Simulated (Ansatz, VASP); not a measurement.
# One calculation of SiO2, two programs

INCAR

```
PREC     = Accurate       # precision mode
ENCUT    = 520            # plane-wave cutoff, eV
EDIFF    = 1E-7           # SCF threshold, eV
ISMEAR   = 0              # smearing method
SIGMA    = 0.05           # smearing width, eV
LREAL    = F              # projectors in reciprocal space
LASPH    = T              # aspherical terms in the spheres
NELM     = 60             # most SCF steps
ALGO     = Normal         # electronic algorithm
ISIF     = 2              # what is computed and relaxed
LWAVE    = F              # write WAVECAR
LCHARG   = F              # write CHGCAR
NBANDS   = 34             # bands
```

File KPOINTS:

```
regular mesh
0
Gamma
  6 6 4
```

POSCAR

```
SiO2
1.0
    5.2654398254      0.0000000000      0.0000000000
   -2.6327199127      4.5600046509      0.0000000000
    0.0000000000      0.0000000000      5.5248549769
Si O
3 6
Direct
    0.0000000000      0.5000000000      0.3333333333
    0.5000000000      0.5000000000      0.6666666667
    0.5000000000      0.0000000000      0.0000000000
    0.5843949018      0.7921974509      0.8333333333
    0.7921974509      0.5843949018      0.5000000000
    0.7921974509      0.2078025491      0.1666666667
    0.4156050982      0.2078025491      0.8333333333
    0.2078025491      0.4156050982      0.5000000000
    0.2078025491      0.7921974509      0.1666666667
```

Input for Ansatz:

```yaml
crystal:
  lattice:
    - [5.2654398254, 0.0, 0.0]
    - [-2.6327199127, 4.5600046509, 0.0]
    - [0.0, 0.0, 5.5248549769]
  atoms:
    - { symbol: Si, position: [0.0, 0.5, 0.3333333333] }
    - { symbol: Si, position: [0.5, 0.5, 0.6666666667] }
    - { symbol: Si, position: [0.5, 0.0, 0.0] }
    - { symbol: O, position: [0.5843949018, 0.7921974509, 0.8333333333] }
    - { symbol: O, position: [0.7921974509, 0.5843949018, 0.5] }
    - { symbol: O, position: [0.7921974509, 0.2078025491, 0.1666666667] }
    - { symbol: O, position: [0.4156050982, 0.2078025491, 0.8333333333] }
    - { symbol: O, position: [0.2078025491, 0.4156050982, 0.5] }
    - { symbol: O, position: [0.2078025491, 0.7921974509, 0.1666666667] }
basis:
  ecutwfc: 420
kpoints:
  mp_grid: { grid: [6, 6, 4] }
hamiltonian:
  xc: lda
scf:
  occupations: { method: gaussian, width: 0.05 }
output:
  forces: true
  stress: true
  eigenvalues: true
  write_density: true
  write_potential: true
  elf: true
  volumetric_format: npy
```

Change from the starting cell: strain +0.0450 x Voigt [1, 1, 0, 0, 0, 0], atoms carried along.

Alike in both runs: task single point; functional LDA; k mesh 6 × 6 × 4; occupations gaussian, width 0.05 eV; no spin polarisation.

|  | VASP | Ansatz |
| --- | --- | --- |
| version | VASP 6.6.1 | Ansatz 0.2.0 |
| potentials or method | VASP PAW LDA potentials, release 64 (Si, O) | scalar-relativistic, plane waves, PAW |
| plane-wave cutoff (eV) | 520 | 420 |
| valence electrons in the cell | 48 | 48 |

VASP gave:

```
gap on the k mesh at the Fermi level (eV)       : 4.95
least direct gap on the mesh (eV)               : 5.22
pressure (GPa)                                  : -13.5
largest component of the traceless stress (GPa) : 2.26
rms of the force components (eV/Å)              : 0.309
```

**Question.** Which values does Ansatz return?

**Answer.** gap on the k mesh at the Fermi level (eV): 4.95; least direct gap on the mesh (eV): 5.22; pressure (GPa): -14.0; largest component of the traceless stress (GPa): 2.26; rms of the force components (eV/Å): 0.311.

Atom by atom the forces differ by 0.002 eV/Å (rms over components).

A k mesh can miss the band edges.
